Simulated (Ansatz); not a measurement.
# Li: a listed cell, distorted in several ways

How do energy, forces, pressure and gap of Li change under random distortions, further strains and shifts, swapped elements? Each case is one self-consistent run.

Method: DFT PBE, scalar-relativistic, plane waves, PAW, in Ansatz 0.2.0.

## 1. The structure to begin with

It takes space group P2_13 (No. 198, cubic). The conventional cell has a = 4.454 Å, b = 4.454 Å, c = 4.454 Å, α = 90.00°, β = 90.00°, γ = 90.00°. Around Li (site symmetry 3) lie 6 Li at 2.73 Å.

Coordinates:

```xyz
4
Lattice="4.4544 0.0000 0.0000 0.0000 4.4544 0.0000 0.0000 0.0000 4.4544" Properties=species:S:1:pos:R:3 pbc="T T T"
Li    3.8957    0.5587    2.7860
Li    1.6685    1.6685    1.6685
Li    0.5587    2.7860    3.8957
Li    2.7860    3.8957    0.5587
```

The structure comes from the Materials Project (structure only).

## 2. Substitution of an element, cell strained: Li → Na, first probe

What differs from the listed cell: Na takes all sites of Li, and lengths are scaled by 1.178 as a first guess of the size; strain xx, yy, zz, yz, xz, xy = -1.0, -1.0, -1.0, +0.0, +0.0, +0.0 %; atoms moved by 0.06 Å root mean square, at most 0.06 Å.

The input, input.yaml:

```yaml
crystal:
  lattice:
    - [5.1958809524, 0.0, 0.0]
    - [0.0, 5.1958809524, 0.0]
    - [0.0, 0.0, 5.1958809524]
  atoms:
    - { symbol: Na, position: [0.8823447382, 0.1176552618, 0.6176552618] }
    - { symbol: Na, position: [0.3823447382, 0.3823447382, 0.3823447382] }
    - { symbol: Na, position: [0.1176552618, 0.6176552618, 0.8823447382] }
    - { symbol: Na, position: [0.6176552618, 0.8823447382, 0.1176552618] }
basis:
  ecutwfc: 420
kpoints:
  mp_grid: { grid: [4, 4, 4] }
hamiltonian:
  xc: pbe
scf:
  occupations: { method: gaussian, width: 0.1 }
output:
  forces: true
  stress: true
  eigenvalues: true
```

## 3. One element swapped, cell strained: Li → Na

input.yaml, as its differences from that of step 2:

```diff
@@ -13,3 +13,3 @@
 kpoints:
-  mp_grid: { grid: [4, 4, 4] }
+  mp_grid: { grid: [8, 8, 8] }
 hamiltonian:
```

## 4. A distortion of lower symmetry

The input, input.yaml:

```yaml
crystal:
  lattice:
    - [4.6356469661, 0.26726642, 0.26726642]
    - [0.26726642, 4.6356469661, 0.26726642]
    - [0.26726642, 0.26726642, 4.6356469661]
  atoms:
    - { symbol: Li, position: [0.9008519495, 0.162481919, 0.5856809668] }
    - { symbol: Li, position: [0.3509851648, 0.3509851648, 0.3509851648] }
    - { symbol: Li, position: [0.162481919, 0.5856809668, 0.9008519495] }
    - { symbol: Li, position: [0.5856809668, 0.9008519495, 0.162481919] }
basis:
  ecutwfc: 420
kpoints:
  mp_grid: { grid: [9, 9, 9] }
hamiltonian:
  xc: pbe
scf:
  occupations: { method: gaussian, width: 0.1 }
output:
  forces: true
  stress: true
  eigenvalues: true
```

## 5. A change within a subgroup

The input, input.yaml:

```yaml
crystal:
  lattice:
    - [4.5684294614, 0.0, 0.0196886263]
    - [0.0, 4.21728593, 0.0]
    - [0.0196886263, 0.0, 4.4006306941]
  atoms:
    - { symbol: Li, position: [0.8686430206, 0.120171173, 0.640498711] }
    - { symbol: Li, position: [0.3986925199, 0.379828827, 0.3641514401] }
    - { symbol: Li, position: [0.1313569794, 0.620171173, 0.859501289] }
    - { symbol: Li, position: [0.6013074801, 0.879828827, 0.1358485599] }
basis:
  ecutwfc: 420
kpoints:
  mp_grid: { grid: [8, 10, 8] }
hamiltonian:
  xc: pbe
scf:
  occupations: { method: gaussian, width: 0.1 }
output:
  forces: true
  stress: true
  eigenvalues: true
  populations: true
```

## 6. A random distortion, cell strained

The input, input.yaml:

```yaml
crystal:
  lattice:
    - [4.3067756363, 0.0021381314, -0.0445444033]
    - [0.0021381314, 4.3589371326, 0.015902352]
    - [-0.0445444033, 0.015902352, 4.3265533513]
  atoms:
    - { symbol: Li, position: [0.9151387533, 0.1010944869, 0.6003356935] }
    - { symbol: Li, position: [0.3610960494, 0.3277091391, 0.4026523362] }
    - { symbol: Li, position: [0.1342254728, 0.6538194046, 0.8373197741] }
    - { symbol: Li, position: [0.5895374795, 0.9173792144, 0.1596921962] }
basis:
  ecutwfc: 420
kpoints:
  mp_grid: { grid: [8, 8, 8] }
hamiltonian:
  xc: pbe
scf:
  occupations: { method: gaussian, width: 0.1 }
output:
  forces: true
  stress: true
  eigenvalues: true
  populations: true
```

## 7. A distortion of lower symmetry

The input, input.yaml:

```yaml
crystal:
  lattice:
    - [4.4070005438, -0.0232967229, 0.0]
    - [-0.0232967229, 4.4934166862, 0.0]
    - [0.0, 0.0, 4.851108245]
  atoms:
    - { symbol: Li, position: [0.8665902, 0.0930413522, 0.6139783506] }
    - { symbol: Li, position: [0.3844707495, 0.3463779993, 0.3860216494] }
    - { symbol: Li, position: [0.1155292505, 0.6536220007, 0.8860216494] }
    - { symbol: Li, position: [0.6334098, 0.9069586478, 0.1139783506] }
basis:
  ecutwfc: 420
kpoints:
  mp_grid: { grid: [8, 8, 8] }
hamiltonian:
  xc: pbe
scf:
  occupations: { method: gaussian, width: 0.1 }
output:
  forces: true
  stress: true
  eigenvalues: true
```

## 8. Random moves and strain, cell strained

The input, input.yaml:

```yaml
crystal:
  lattice:
    - [4.4613001714, 0.0148332863, 0.0175950393]
    - [0.0148332863, 4.4734607935, -0.0057016836]
    - [0.0175950393, -0.0057016836, 4.5008110572]
  atoms:
    - { symbol: Li, position: [0.8527740163, 0.1186320436, 0.6009687696] }
    - { symbol: Li, position: [0.421972384, 0.3932998706, 0.3741886033] }
    - { symbol: Li, position: [0.1142790837, 0.6135606994, 0.8828114598] }
    - { symbol: Li, position: [0.610974516, 0.8745051414, 0.1420311672] }
basis:
  ecutwfc: 420
kpoints:
  mp_grid: { grid: [8, 8, 8] }
hamiltonian:
  xc: pbe
scf:
  occupations: { method: gaussian, width: 0.1 }
output:
  forces: true
  stress: true
  eigenvalues: true
```

## 9. A change within a subgroup

The input, input.yaml:

```yaml
crystal:
  lattice:
    - [4.4918576321, -0.1781776133, -0.1781776133]
    - [-0.1781776133, 4.4918576321, -0.1781776133]
    - [-0.1781776133, -0.1781776133, 4.4918576321]
  atoms:
    - { symbol: Li, position: [0.8713530679, 0.1002301719, 0.624429901] }
    - { symbol: Li, position: [0.4039868593, 0.4039868593, 0.4039868593] }
    - { symbol: Li, position: [0.1002301719, 0.624429901, 0.8713530679] }
    - { symbol: Li, position: [0.624429901, 0.8713530679, 0.1002301719] }
basis:
  ecutwfc: 420
kpoints:
  mp_grid: { grid: [9, 9, 9] }
hamiltonian:
  xc: pbe
scf:
  occupations: { method: gaussian, width: 0.1 }
output:
  forces: true
  stress: true
  eigenvalues: true
  populations: true
```

## 10. Random moves and strain, cell strained

The input, input.yaml:

```yaml
crystal:
  lattice:
    - [4.3692714341, 0.0159468964, -0.0219158464]
    - [0.0159468964, 4.401833393, -0.0110024676]
    - [-0.0219158464, -0.0110024676, 4.4035706247]
  atoms:
    - { symbol: Li, position: [0.8753514879, 0.1214090479, 0.6299308817] }
    - { symbol: Li, position: [0.3770419359, 0.3787368739, 0.3732793982] }
    - { symbol: Li, position: [0.1181808085, 0.6223272329, 0.8766468246] }
    - { symbol: Li, position: [0.6294257677, 0.8775290903, 0.1201428956] }
basis:
  ecutwfc: 420
kpoints:
  mp_grid: { grid: [8, 8, 8] }
hamiltonian:
  xc: pbe
scf:
  occupations: { method: gaussian, width: 0.1 }
output:
  forces: true
  stress: true
  eigenvalues: true
  populations: true
```

Q: Predict the outcome of this session. Wanted: for each run, case; energy; pressure; largest force.

As calculated:

| step | case | energy (meV/atom) | pressure (GPa) | largest force (eV/Å) | gap on the mesh (eV) |
| --- | --- | --- | --- | --- | --- |
| 3 | one element swapped, cell strained: Li → Na | n/a | 1.7 | 0.06 | 0.00 |
| 4 | a distortion of lower symmetry | +0.0 | -0.4 | 0.64 | 0.00 |
| 5 | a change within a subgroup | -26.7* | 0.5 | 0.36 | 0.00 |
| 6 | a random distortion, cell strained | +33.8* | 1.4 | 0.83 | 0.00 |
| 7 | a distortion of lower symmetry | -21.6* | -0.4 | 0.52 | 0.00 |
| 8 | random moves and strain, cell strained | -23.7* | 0.0 | 0.52 | 0.00 |
| 9 | a change within a subgroup | -47.3 | 0.0 | 0.19 | 0.00 |
| 10 | random moves and strain, cell strained | -42.3* | 0.4 | 0.09 | 0.00 |

Energies are counted from step 4, with the smearing taken to zero; a star marks another k mesh, which can shift energies by itself, so starred rows don't rank against the others. Other atoms or functionals have another zero of energy (n/a). A gap of 0.00 means none on the mesh at this level.

**Reading.** Among the distorted cells of the listed formula and level the largest force, 0.83 eV/Å, acts on Li4 in step 6. The distorted cells of the listed formula and level show no gap on the mesh.
